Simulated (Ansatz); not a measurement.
The system is Ni.

```
Ni
1.0
     0.00000    1.73757    1.73757
     1.73757    0.00000    1.73757
     1.73757    1.73757    0.00000
Ni
1
Direct
  0.00000 0.00000 0.00000
```

Base run:

```yaml
Program: Ansatz 0.2.0
Functional: PBEsol
Potentials_or_basis: all-electron LAPW, scalar-relativistic
Cutoff: 320 eV
Density_cutoff: 1279 eV
Basis_error_allowed: 0.001 eV/atom
k_mesh: 13 × 13 × 13
Occupations: fermi-dirac, width 0.05 eV
Spin: collinear spin, ferromagnetic start
Starting_moments: "[1.0] μB"
Hubbard_terms: Ni d U = 8 eV
```

Its results: band gap on the k mesh none (metal or under the smearing width); pressure 33.4 GPa; net moment 0.95 μB per cell; site moments Ni +0.94 μB.

Q: The run is repeated on the same cell with these changes: hubbard terms from Ni d U = 8 eV to Ni d U = 2 eV. What comes out?

A: Band gap on the k mesh none (metal or under the smearing width); pressure -2.4 GPa; net moment 0.63 μB per cell; site moments Ni +0.66 μB.

Caveats: the magnetic state may not be the lowest; U is the effective U less J, on atomic orbitals that reach past the spheres; the U is typed as a test and isn't derived for this compound; a pressure of tens of GPa on the cell as given is suspect, and the run, the potentials or the cell itself is likely at fault (some runs).

Not every run made on this cell is shown here.
